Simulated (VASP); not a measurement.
# NiSb (Breithauptite): single point with RPBE

NiSb (Breithauptite):

```xyz
4
Lattice="3.9280 0.0000 0.0000 -1.9640 3.4017 0.0000 0.0000 0.0000 5.1200" Properties=species:S:1:pos:R:3 pbc="T T T"
Sb    1.9640    1.1339    3.8400
Sb    0.0000    2.2678    1.2800
Ni    0.0000    0.0000    2.5600
Ni    0.0000    0.0000    0.0000
```

| Quantity | Value |
| --- | --- |
| Program | VASP 6.6.1 |
| Task | single point |
| Functional | RPBE |
| Potentials or basis | VASP PAW PBE potentials, release 64 (Sb, Ni) |
| Cutoff | 500 eV |
| k mesh | 8 × 8 × 5 |
| Occupations | gaussian, width 0.1 eV |
| Spin | collinear spin, ferromagnetic start |
| Starting moments | [0.0, 0.0, 1.0, 1.0] μB |
| Further INCAR settings | ALGO = Normal; EDIFF = 1.00e-07; NBANDS = 27 |

```yaml
Pressure: 6.4 GPa
Band_gap_on_the_k_mesh: none (metal or under the smearing width)
Net_moment: 0.00 μB per cell
Valence_electrons_inside_the_program's_atomic_spheres: Sb 2.42; Ni 9.39
```

Stress tensor (GPa, compression positive):
```
6.53 0.00 0.00
0.00 6.53 0.00
0.00 0.00 6.14
```

Levels at points of the mesh, in eV from the Fermi level:
Spin up:
| k point | band 11 | band 12 | band 13 | band 14 | band 15 | band 16 | band 17 | band 18 | band 19 | band 20 |
| --- | --- | --- | --- | --- | --- | --- | --- | --- | --- | --- |
| (0.00, 0.00, 0.00) | -1.32 | -1.32 | -0.01 | 0.63 | 0.63 | 2.51 | 2.51 | 3.18 | 4.11 | 5.42 |
| (0.50, 0.00, 0.00) | -2.08 | -1.84 | -1.57 | -1.38 | -1.31 | -0.31 | 1.17 | 3.46 | 4.03 | 5.36 |
Spin down:
```csv
k point,band 13,band 14,band 15,band 16,band 17,band 18
"(0.00, 0.00, 0.00)",-0.01,0.63,0.63,2.51,2.51,3.18
"(0.50, 0.00, 0.00)",-1.57,-1.38,-1.31,-0.31,1.17,3.46
```

Wall time 2 min on 1 thread of Intel(R) Xeon(R) Platinum 8488C (Sapphire Rapids) (shared host), peak memory 0.25 GiB.

Caveat: the PAW data sets were made with another functional, which shifts forces and pressure a little. Spin-orbit coupling is left out, which matters for the levels of Sb.
